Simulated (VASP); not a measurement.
# GaAs (I-4m2) in VASP: further runs, part 2 of 2

VASP 6.6.1.

## (3) Single point, PBE, non-collinear spin, zero start, spin-orbit coupling

INCAR

```
SYSTEM = GaAs
ALGO     = Normal         ! electronic algorithm
EDIFF    = 1E-6           ! SCF threshold, eV
ENCUT    = 520            ! plane-wave cutoff, eV
GGA      = PE             ! functional
GGA_COMPAT= .FALSE.      
ISIF     = 2              ! what is computed and relaxed
ISMEAR   = 0              ! smearing method
LASPH    = .TRUE.         ! aspherical terms in the spheres
LCHARG   = .FALSE.        ! write CHGCAR
LORBIT   = 11             ! projections on sites
LREAL    = .FALSE.        ! projectors in reciprocal space
LSORBIT  = .TRUE.         ! spin-orbit coupling
LWAVE    = .FALSE.        ! write WAVECAR
MAGMOM   = 0 0 0 0 0 0    ! initial moments
NBANDS   = 30             ! bands
NELM     = 100            ! most SCF steps
PREC     = Accurate       ! precision mode
SIGMA    = 0.02           ! smearing width, eV
```

KPOINTS

```
k-points
0
G
  8 8 8
  0 0 0
```

POSCAR

```
GaAs
1.0
    0.0000000000      2.8194337500      2.8406325000
    2.8194337500      0.0000000000      2.8406325000
    2.8194337500      2.8194337500      0.0000000000
Ga As
1 1
Direct
    0.0000000000      0.0000000000      0.0000000000
    0.2500000000      0.2500000000      0.2500000000
```

Potentials or basis: VASP PAW PBE potentials, release 64 (Ga_d, As).

Run with:

```bash
$ cat potpaw_PBE.64/Ga_d/POTCAR potpaw_PBE.64/As/POTCAR > POTCAR
$ mpirun -np 1 vasp_ncl > vasp.out
```

OUTCAR:

```text
SYSTEM = GaAs
   EDIFF = 1E-6
   ENCUT = 520
   GGA = PE
   ISIF = 2
   ISMEAR = 0
   LASPH = .TRUE.
   LORBIT = 11
   LREAL = .FALSE.
   LSORBIT = .TRUE.
   NELM = 100
   PREC = Accurate

 ion  position               nearest neighbor table
   1  0.000  0.000  0.000-   2 2.45   2 2.45   2 2.45   2 2.45
   2  0.250  0.250  0.250-   1 2.45   1 2.45   1 2.45   1 2.45

  LATTYP: Found a body centered tetragonal cell.
 ALAT       =     3.9872814475
 C/A-ratio  =     1.4248467471

  Lattice vectors:

 A1 = (  -2.8194337500,   0.0000000000,   2.8406325000)
 A2 = (   2.8194337500,   0.0000000000,   2.8406325000)
 A3 = (   0.0000000000,   2.8194337500,  -2.8406325000)

Analysis of symmetry for initial positions (statically):
=====================================================================
 Subroutine PRICEL returns:
 Original cell was already a primitive cell.

 Routine SETGRP: Setting up the symmetry group for a
 body centered tetragonal supercell.

 Subroutine GETGRP returns: Found  8 space group operations
 (whereof  8 operations were pure point group operations)
 out of a pool of 16 trial point group operations.

The static configuration has the point symmetry D_2d.

Analysis of symmetry for dynamics (positions and initial velocities):
=====================================================================
 Subroutine PRICEL returns:
 Original cell was already a primitive cell.

 Routine SETGRP: Setting up the symmetry group for a
 body centered tetragonal supercell.

 Subroutine GETGRP returns: Found  8 space group operations
 (whereof  8 operations were pure point group operations)
 out of a pool of 16 trial point group operations.

The dynamic configuration has the point symmetry D_2d.

Analysis of structural, dynamic, and magnetic symmetry:
=====================================================================
 Subroutine PRICEL returns:
 Original cell was already a primitive cell.

 Routine SETGRP: Setting up the symmetry group for a
 body centered tetragonal supercell.

 Subroutine GETGRP returns: Found  8 space group operations
 (whereof  8 operations were pure point group operations)
 out of a pool of 16 trial point group operations.

The overall configuration has the point symmetry D_2d.

 Subroutine INISYM returns: Found  8 space group operations
 (whereof  8 operations are pure point group operations),
 and found     1 'primitive' translations

----------------------------------------------------------------------------------------

                                     Primitive cell

  volume of cell :      45.1615

  direct lattice vectors                    reciprocal lattice vectors
     0.000000000  2.819433750  2.840632500    -0.177340574  0.177340574  0.176017137
     2.819433750  0.000000000  2.840632500     0.177340574 -0.177340574  0.176017137
     2.819433750  2.819433750  0.000000000     0.177340574  0.177340574 -0.176017137

  length of vectors
     4.002299298  4.002299298  3.987281447     0.306400703  0.306400703  0.306400703

[... 129 lines left out ...]
  free energy    TOTEN  =        -8.26423248 eV

  energy without entropy =       -8.26423248  energy(sigma->0) =       -8.26423248

 E-fermi :   4.1988     XC(G=0):  -9.5890

 val. band max:        4.0597526874   @ k =   0.0000   0.0000   0.0000
 cond. band min:       4.4598998806   @ k =   0.0000   0.0000   0.0000
 fundamental gap:      0.4001471932
 Fermi energy:         4.1987963140

 k-point     1 :       0.0000    0.0000    0.0000
  band No.  band energies     occupation
      1     -11.1180      1.00000
      2     -11.1180      1.00000
      3     -11.1168      1.00000
      4     -11.1168      1.00000
      5     -10.6928      1.00000
      6     -10.6928      1.00000
[... 781 lines left out ...]
     29      15.9476      0.00000
     30      15.9495      0.00000

 [... further k-points ...]

------------------------ aborting loop because EDIFF is reached ----------------------------------------

  FORCE on cell =-STRESS in cart. coord.  units (eV):
  Direction    XX          YY          ZZ          XY          YZ          ZX
  --------------------------------------------------------------------------------------
  -------------------------------------------------------------------------------------
  Total        1.0193057      1.0193057      0.8931155      0.0000000     -0.0000000     -0.0000000
  in kB       36.1614789     36.1614789     31.6846849      0.0000000     -0.0000000     -0.0000000
  external PRESSURE =      34.6692142 kB  Pullay stress =       0.0000000 kB

 VOLUME and BASIS-vectors are now :
 -----------------------------------------------------------------------------
  energy-cutoff  :      520.00
  volume of cell :       45.16
      direct lattice vectors                 reciprocal lattice vectors
     0.000000000  2.819433750  2.840632500    -0.177340574  0.177340574  0.176017137
     2.819433750  0.000000000  2.840632500     0.177340574 -0.177340574  0.176017137
     2.819433750  2.819433750  0.000000000     0.177340574  0.177340574 -0.176017137

 POSITION                                       TOTAL-FORCE (eV/Angst)
 -----------------------------------------------------------------------------------
      0.00000      0.00000      0.00000        -0.000000     -0.000000      0.000000
      1.40972      1.40972      1.42032         0.000000      0.000000      0.000000
 -----------------------------------------------------------------------------------
    total drift:                               -0.000000     -0.000000      0.000000

  FREE ENERGIE OF THE ION-ELECTRON SYSTEM (eV)
  ---------------------------------------------------
  free  energy   TOTEN  =        -8.2642324848 eV

  energy  without entropy=       -8.2642324848  energy(sigma->0) =       -8.26423248

 Spin-Orbit-Coupling matrix elements

 Ion:    1  E_soc:     -0.0119672
 l=   1
     0.0000000    -0.0011613    -0.0011623
    -0.0011613     0.0000000    -0.0011613
    -0.0011623    -0.0011613     0.0000000
 l=   2
     0.0000000    -0.0001659     0.0000000    -0.0001659    -0.0006671
    -0.0001659     0.0000000    -0.0005002    -0.0001659    -0.0001667
     0.0000000    -0.0005002     0.0000000    -0.0005002     0.0000000
    -0.0001659    -0.0001659    -0.0005002     0.0000000    -0.0001667
    -0.0006671    -0.0001667     0.0000000    -0.0001667     0.0000000
 l=   3
     0.0000000     0.0000000     0.0000000     0.0000000     0.0000000     0.0000000     0.0000000
     0.0000000     0.0000000     0.0000000     0.0000000     0.0000000     0.0000000     0.0000000
     0.0000000     0.0000000     0.0000000     0.0000000     0.0000000     0.0000000     0.0000000
     0.0000000     0.0000000     0.0000000     0.0000000     0.0000000     0.0000000     0.0000000
     0.0000000     0.0000000     0.0000000     0.0000000     0.0000000     0.0000000     0.0000000
     0.0000000     0.0000000     0.0000000     0.0000000     0.0000000     0.0000000     0.0000000
     0.0000000     0.0000000     0.0000000     0.0000000     0.0000000     0.0000000     0.0000000

 Ion:    2  E_soc:     -0.0239662
 l=   1
     0.0000000    -0.0039831    -0.0039942
    -0.0039831     0.0000000    -0.0039831
    -0.0039942    -0.0039831     0.0000000
 l=   2
     0.0000000    -0.0000037     0.0000000    -0.0000037    -0.0000039
    -0.0000037     0.0000000    -0.0000029    -0.0000037    -0.0000009
     0.0000000    -0.0000029     0.0000000    -0.0000029     0.0000000
    -0.0000037    -0.0000037    -0.0000029     0.0000000    -0.0000009
    -0.0000039    -0.0000009     0.0000000    -0.0000009     0.0000000
 l=   3
     0.0000000     0.0000000     0.0000000     0.0000000     0.0000000     0.0000000     0.0000000
     0.0000000     0.0000000     0.0000000     0.0000000     0.0000000     0.0000000     0.0000000
     0.0000000     0.0000000     0.0000000     0.0000000     0.0000000     0.0000000     0.0000000
     0.0000000     0.0000000     0.0000000     0.0000000     0.0000000     0.0000000     0.0000000
     0.0000000     0.0000000     0.0000000     0.0000000     0.0000000     0.0000000     0.0000000
     0.0000000     0.0000000     0.0000000     0.0000000     0.0000000     0.0000000     0.0000000
     0.0000000     0.0000000     0.0000000     0.0000000     0.0000000     0.0000000     0.0000000

 total charge

# of ion       s       p       d       tot
------------------------------------------
    1        0.881   0.803   9.994  11.679
    2        1.209   1.601   0.031   2.841
--------------------------------------------------
tot          2.090   2.404  10.026  14.519

 magnetization (x)

# of ion       s       p       d       tot
------------------------------------------
    1        0.000   0.000   0.000   0.000
    2       -0.000  -0.000   0.000  -0.000
--------------------------------------------------
tot          0.000  -0.000   0.000   0.000

 magnetization (y)

# of ion       s       p       d       tot
------------------------------------------
    1       -0.000   0.000   0.000  -0.000
    2        0.000   0.000  -0.000   0.000
--------------------------------------------------
tot         -0.000   0.000  -0.000  -0.000

 magnetization (z)

# of ion       s       p       d       tot
------------------------------------------
    1       -0.000   0.000   0.000  -0.000
    2        0.000   0.000  -0.000   0.000
--------------------------------------------------
tot         -0.000   0.000   0.000   0.000
```

It took 3.7 min on 1 thread of Intel Xeon Platinum 8488C (Sapphire Rapids), shared host; peak memory 0.39 GiB.

Results:

```
Free energy                                           : -8.2642 eV
Pressure                                              : 3.5 GPa
Net moment                                            : 0.00 μB per cell
Valence electrons inside the program's atomic spheres : Ga 11.68; As 2.84
```

Stress tensor (GPa, compression positive):
```
3.62 0.00 0.00
0.00 3.62 0.00
0.00 0.00 3.17
```

Moments on the atoms (μB; x, y, z):
```
Ga  0.00 0.00 0.00
As  0.00 0.00 0.00
```

## (4) Single point, r2SCAN, non-collinear spin, zero start, spin-orbit coupling

INCAR, as its differences from that of step 3:

```diff
@@ -4,3 +4,2 @@
 ENCUT    = 520            ! plane-wave cutoff, eV
-GGA      = PE             ! functional
 GGA_COMPAT= .FALSE.      
@@ -10,2 +9,3 @@
 LCHARG   = .FALSE.        ! write CHGCAR
+LMIXTAU  = .TRUE.       
 LORBIT   = 11             ! projections on sites
@@ -15,2 +15,3 @@
 MAGMOM   = 0 0 0 0 0 0    ! initial moments
+METAGGA  = R2SCAN         ! meta-GGA
 NBANDS   = 30             ! bands
```

KPOINTS is that of step 3.

POSCAR is that of step 3.

Run with:

```bash
$ cat potpaw_PBE.64/Ga_d/POTCAR potpaw_PBE.64/As/POTCAR > POTCAR
$ mpirun -np 1 vasp_ncl > vasp.out
```

Wall time 29 min (1 thread of Intel Xeon Platinum 8488C (Sapphire Rapids), shared host); peak memory 0.45 GiB.

Results (log left out):

```yaml
Free_energy: -27.0689 eV
Pressure: 0.6 GPa
Net_moment: 0.00 μB per cell
Valence_electrons_inside_the_program's_atomic_spheres: Ga 11.64; As 2.88
```

Stress tensor (GPa, compression positive):
```
0.80 0.00 0.00
0.00 0.80 0.00
0.00 0.00 0.29
```

Moments on the atoms (μB; x, y, z):
```
Ga  0.00 0.00 0.00
As  0.00 0.00 0.00
```

Caveat: the PAW data sets were made with another functional, which shifts forces and pressure a little.

## (5) Summary

```csv
level,potentials or basis,pressure (GPa),moment (μB)
LDA,"VASP PAW LDA potentials, release 64 (Ga_d, As)",-1.6,0.00
PBE,"VASP PAW PBE potentials, release 64 (Ga_d, As)",3.5,0.00
r2SCAN,"VASP PAW PBE potentials, release 64 (Ga_d, As)",0.6,0.00
```

Alike in all rows: task single point; spin non-collinear, zero start, SOC; cell as given; k mesh 8 × 8 × 8; cutoff (eV) 520; smearing gaussian 0.02 eV.

Caveats: the PAW data sets were made with another functional, which shifts forces and pressure a little (some runs).

Total energies depend on the potentials used, so only differences within one code and one set of settings carry meaning.
